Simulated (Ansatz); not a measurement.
**Screening in Al2O3 (Corundum)**

How strongly does Al2O3 (Corundum) screen? Routes: perturbation theory and the RPA step of G0W0.

Main program and level: Ansatz 0.2.0; linear response on PBE, plane waves, PAW.

**What was measured.**

- ε∞ 3: high-frequency dielectric constant, planar response; infrared reflectance with oscillator fit; bulk crystal (bare r-plane substrate) (“A Controllable and Highly Propagative Hybrid Surface Plasmon-Phonon Polariton in a CdZnO-based Two-Interface System”, 2019, arxiv:1905.08660).

- ε∞ 3.042: E parallel to c (extraordinary); generalized spectroscopic ellipsometry; 300 K; bulk crystal (polished m-plane sapphire substrate) (“Anisotropic dielectric functions, band-to-band transitions, and critical points in alpha-Ga2O3”, 2021, arxiv:2101.06595).

- ε∞ 3.068: E perpendicular to c (ordinary); generalized spectroscopic ellipsometry; 300 K; bulk crystal (polished m-plane sapphire substrate) (“Anisotropic dielectric functions, band-to-band transitions, and critical points in alpha-Ga2O3”, 2021, arxiv:2101.06595).

This is a report of a sequence of runs, with most program output left out.

### Step 1. The starting structure

The structure is trigonal, space group R-3c (No. 167). Conventional cell: a = 4.760 Å, b = 4.760 Å, c = 12.996 Å, α = 90.00°, β = 90.00°, γ = 120.00°. Nearest to Al lie 6 O at 1.85 to 1.97 Å. O has 4 Al at 1.85 to 1.97 Å nearest. Farther neighbours and most contacts between anions are not listed.

The cell and positions come from the Crystallography Open Database and are kept as given unless a step says otherwise. The default PAW set here is soft_2. Its files were made with PBE.

### Step 2. Response to a homogeneous field

The response to a uniform field gives ε∞, a yardstick for the screening that GW builds on its mesh.

This step: dielectric response by perturbation theory, PBE, plane waves, PAW.

File input.yaml:

```yaml
crystal:
  lattice:
    - [2.38025, 1.3742379782, 4.3318666667]
    - [-2.38025, 1.3742379782, 4.3318666667]
    - [0.0, -2.7484759565, 4.3318666667]
  atoms:
    - { symbol: Al, position: [0.35216, 0.35216, 0.35216] }
    - { symbol: Al, position: [0.14784, 0.14784, 0.14784] }
    - { symbol: Al, position: [0.64784, 0.64784, 0.64784] }
    - { symbol: Al, position: [0.85216, 0.85216, 0.85216] }
    - { symbol: O, position: [0.55668, 0.94332, 0.25] }
    - { symbol: O, position: [0.25, 0.55668, 0.94332] }
    - { symbol: O, position: [0.94332, 0.25, 0.55668] }
    - { symbol: O, position: [0.44332, 0.05668, 0.75] }
    - { symbol: O, position: [0.75, 0.44332, 0.05668] }
    - { symbol: O, position: [0.05668, 0.75, 0.44332] }
kpoints:
  mp_grid: { grid: [6, 6, 6] }
hamiltonian:
  xc: pbe
scf:
  occupations: { method: fixed }
dielectric: {}
```

The run is started by

```bash
$ ansatz run input.yaml --threads 3 --pin off --max-ram 64512MiB --backend cuda --events-out ev --progress --plain --runs-dir out --devices 1 --max-vram 24GiB  # rebuilt from the run's record
```

Elapsed: 14 s, on 1 × NVIDIA H100 80GB HBM3 (shared by 3 runs) with 3 threads of AMD EPYC 7R13 (Zen 3), shared host; peak memory 1.5 GiB.

One over ε∞ averages 0.31, somewhat over the quarter of exact exchange in PBE0.

High-frequency dielectric tensor:

```
3.25 0.00 0.00
0.00 3.25 0.00
0.00 0.00 3.22
```

Born effective charge (e), principal values of the symmetric part by kind of site:

```
atom  atoms with these values    low  middle   high   mean
 Al1                        4   2.95    2.98   2.98   2.97
  O5                        6  -2.25   -2.09  -1.61  -1.98
```

In full for O5:

```
-2.09  0.00  0.00
 0.00 -1.89  0.27
 0.00  0.36 -1.97
```

### Step 3. RPA screening from the G0W0 run

Now the one-shot GW correction: screening in the RPA, then the self-energy of the levels asked for.

This step: G0W0 on PBE, plane waves, PAW.

Edit input.yaml of step 2 so:

```diff
@@ -17,3 +17,3 @@
 kpoints:
-  mp_grid: { grid: [6, 6, 6] }
+  mp_grid: { grid: [4, 4, 4] }
 hamiltonian:
@@ -22,2 +22,7 @@
   occupations: { method: fixed }
-dielectric: {}
+gw:
+  n_empty_bands: 354
+  ecut_chi: 150.0
+  qp_bands: [v3, c3]
+  qp_kpoints: band_edges
+  screening: { model: contour_deformation }
```

Elapsed: 19 s, on 1 × NVIDIA H100 80GB HBM3 (shared by 3 runs) with 3 threads; peak memory 1.5 GiB; 29 s of CPU time.

This step gave:

| Item | Value |
| --- | --- |
| bands summed | 378 |
| RPA ε∞ on this mesh (eigenvalues) | 3.063, 3.091, 3.091 |
| plane waves in the screening matrix | 339 |
| G0W0 gap on the mesh | 8.912 eV |
| k of the valence top | 0, 0, 0 |
| k of the conduction bottom | 0, 0, 0 |
| starting gap on the mesh | 6.217 eV |
| least direct G0W0 gap on the computed points | 8.912 eV |

The gap on the mesh goes from 6.22 eV to 8.91 eV, a correction of +2.69 eV. Between the two edge states, bare exchange in place of the xc potential would open the gap by 10.78 eV, and correlation takes back 8.08 eV.

Mean over the mesh in bins of 0.25 1/Å. Table of static inverse dielectric function, diagonal by length of q+G:

| length of q+G (Å⁻¹) | static inverse dielectric function, diagonal |
| --- | --- |
| 0.36 | 0.346 |
| 0.49 | 0.356 |
| 0.74 | 0.391 |
| 1.01 | 0.438 |
| 1.50 | 0.529 |
| 1.76 | 0.577 |
| 2.01 | 0.622 |
| 2.26 | 0.665 |
| 2.50 | 0.705 |
| 2.76 | 0.744 |
| 3.01 | 0.779 |
| 3.49 | 0.832 |
| 3.75 | 0.854 |
| 4.01 | 0.873 |
| 4.26 | 0.889 |
| 4.50 | 0.903 |
| 4.75 | 0.916 |
| 5.00 | 0.929 |
| 5.50 | 0.950 |
| 5.75 | 0.958 |
| 6.00 | 0.965 |
| 6.20 | 0.970 |

### Step 4. The values together

Times are wall times on 1 × NVIDIA H100 80GB HBM3 (shared by 3 runs) with 3 threads of AMD EPYC 7R13 (Zen 3), shared host, good to a factor of about two.

```
                                          method   mesh  ε∞, low  middle  high  mean  time
perturbation theory (local fields and xc kernel)  6×6×6     3.22    3.25  3.25  3.24  14 s
           RPA with local fields, on the GW mesh  4×4×4     3.06    3.09  3.09  3.08  19 s
```

### Step 5. Summary of results

```
perturbation theory (local fields and xc kernel) : 3.22, 3.25, 3.25
RPA with local fields, on the GW mesh            : 3.06, 3.09, 3.09
```

What this shows: Mean Born effective charge: Al1 2.97, O5 -1.98 e. The RPA values on the 4×4×4 mesh average 0.95 times those of perturbation theory (means 3.08 and 3.24). Without the xc kernel RPA should lie a little lower, as the mean does. Against experiment, the principal values 3.22 and 3.25 of the first method stand beside the measured 3 (high-frequency dielectric constant, planar response, 2019), 3.042 (E parallel to c (extraordinary), 2021) and 3.068 (E perpendicular to c (ordinary), 2021); the mean is +7 % off. PBE usually puts the gap too low, which tends to raise ε∞. Ions are clamped, so the lattice part of the static constant is not in these numbers.

[Paths, hosts, dates, memory and timing lines, banners, echoed tables and standing remarks are left out of the program output.]

[Logs are printed without paths, hosts, clocks, repeated set-up lines and the standing remarks that a program may print on its own settings, such as how far it seeks lower states.]

[Runs of the session that timed out or met a known fault of the program may be left out.]

[Cells called generated may have been cut or substituted from an entry of the Crystallography Open Database or the Materials Project.]

[Hosts, paths, dates, database ids (printed as entryN), source tags and the programs' standing remarks are cut or masked in the printed files.]
